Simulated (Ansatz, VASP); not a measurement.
**Two plane-wave programs on ZnO**

POSCAR

```
ZnO
1.0
    0.0754600268      2.1469243276      2.1469243276
    2.1469243276      0.0754600268      2.1469243276
    2.1469243276      2.1469243276      0.0754600268
Zn O
1 1
Direct
    0.0000000000      0.0000000000      0.0000000000
    0.5000000000      0.5000000000      0.5000000000
```

File INCAR.step1:

```
PREC     = Accurate       # precision mode
ENCUT    = 520            # plane-wave cutoff, eV
ISMEAR   = 0              # smearing method
SIGMA    = 0.01           # smearing width, eV
LREAL    = F              # projectors in reciprocal space
LASPH    = T              # aspherical terms in the spheres
NELM     = 80             # most SCF steps
NBANDS   = 16             # bands
GGA      = PE             # functional
ALGO     = Normal         # electronic algorithm
EDIFF    = 1E-4           # SCF threshold, eV
LWAVE    = T              # write WAVECAR
LCHARG   = F              # write CHGCAR
```

Contents of INCAR.step2:

```
PREC     = Accurate       # precision mode
ENCUT    = 520            # plane-wave cutoff, eV
EDIFF    = 1E-6           # SCF threshold, eV
ISMEAR   = 0              # smearing method
SIGMA    = 0.01           # smearing width, eV
LREAL    = F              # projectors in reciprocal space
LASPH    = T              # aspherical terms in the spheres
NELM     = 80             # most SCF steps
ALGO     = Normal         # electronic algorithm
ISIF     = 2              # what is computed and relaxed
LWAVE    = F              # write WAVECAR
LCHARG   = F              # write CHGCAR
METAGGA  = R2SCAN         # meta-GGA
LMIXTAU  = T            
NBANDS   = 16             # bands
ISTART   = 1
```

File KPOINTS:

```
regular mesh
0
Gamma
  10 10 10
```

Input for Ansatz:

```yaml
crystal:
  lattice:
    - [0.0754600268, 2.1469243276, 2.1469243276]
    - [2.1469243276, 0.0754600268, 2.1469243276]
    - [2.1469243276, 2.1469243276, 0.0754600268]
  atoms:
    - { symbol: Zn, position: [0.0, 0.0, 0.0] }
    - { symbol: O, position: [0.5, 0.5, 0.5] }
kpoints:
  mp_grid: { grid: [10, 10, 10] }
  band_path:
    path:
      - [0.0, 0.0, 0.0]
      - [0.5, 0.0, 0.5]
      - [0.625, 0.25, 0.625]
      - [0.375, 0.375, 0.75]
      - [0.5, 0.5, 0.5]
      - [0.5, 0.25, 0.75]
    npoints: 1
hamiltonian:
  xc: r2scan
scf:
  occupations: { method: fixed }
  n_extra_bands: 4
output:
  forces: true
  stress: true
  eigenvalues: true
```

Change from the starting cell: epitaxial_111 strain -2.9%.

Alike in both runs: task single point; functional r2SCAN; k mesh 10 × 10 × 10; no spin polarisation.

|  | VASP | Ansatz |
| --- | --- | --- |
| version | VASP 6.6.1 | Ansatz 0.2.0 |
| potentials or method | VASP PAW PBE potentials, release 64 (Zn, O) | plane waves, PAW |
| plane-wave cutoff (eV) | 520 | 500 |
| occupations | gaussian, width 0.01 eV | fixed |
| valence electrons in the cell | 18 | 18 |

Ansatz gave:

```
gap on the k mesh at the Fermi level (eV)       : 1.67
pressure (GPa)                                  : 7.3
largest component of the traceless stress (GPa) : 3.65
```

Q: Estimate VASP's values.

A: gap on the k mesh at the Fermi level (eV): 1.65; pressure (GPa): 8.8; largest component of the traceless stress (GPa): 3.56.

Caveats: the PAW data sets were made with another functional, which shifts forces and pressure a little (VASP). A k mesh can miss the band edges.
